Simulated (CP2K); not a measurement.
CuO under changes of volume

One of the cells (9.699 Å³/atom); the others are scaled copies at fixed shape and fractional positions:

```xyz
4
Lattice="3.1795 0.0000 0.0000 -1.5898 2.7536 0.0000 0.0000 0.0000 4.4315" Properties=species:S:1:pos:R:3 pbc="T T T"
Cu    0.0000    0.0000    0.0000
Cu    0.0000    0.0000    2.2157
O     0.0000    1.8357    1.1079
O     1.5898    0.9179    3.3236
```

Measurements of this composition are mostly on another form, of space group No. 15.

* Program: CP2K 2026.2
* Functional: PBE
* Potentials or basis: POTENTIAL_UZH Cu GTH-PBE-q11, O GTH-PBE-q6; TZVP-MOLOPT-PBE-GTH basis
* Density cutoff: 8163 eV
* k mesh: 10 × 10 × 6
* Occupations: fermi-dirac, width 0.05 eV
* Spin: no spin polarisation

```tsv
volume (Å³/atom)	energy over the lowest point (meV/atom)	pressure (GPa)	largest force (eV/Å)
9.117	?	?	?
9.311	45.54	18.3	0.013
9.505	26.41	13.5	0.008
9.699	12.84	9.1	0.000
9.893	4.25	5.3	0.000
10.087	0.12	1.8	0.000
10.281	0.00	-1.4	0.000
```

Task: What does the run at 9.117 Å³/atom give?

Result: Energy over the lowest point 70.33 meV/atom; pressure 23.7 GPa; largest force 0.009 eV/Å.

Worked out: A Birch-Murnaghan fit of order 3 (a polynomial in V^(-2/3)) to the other rows has its minimum at 10.19 Å³/atom with B0 = V·E''(V) = 164 GPa and B' = 4.7 at fixed shape and positions, which overstates the stiffness. It gives 70.88 meV/atom at 9.117 Å³/atom, against the run's 70.33, and -dE/dV = 23.7 GPa, against 23.7.

Energies are extrapolated to zero smearing.

Caveats: the basis of atomic orbitals isn't converged, which shifts pressures, moduli and gaps; the run has no spin polarisation, though such a crystal can be magnetic.
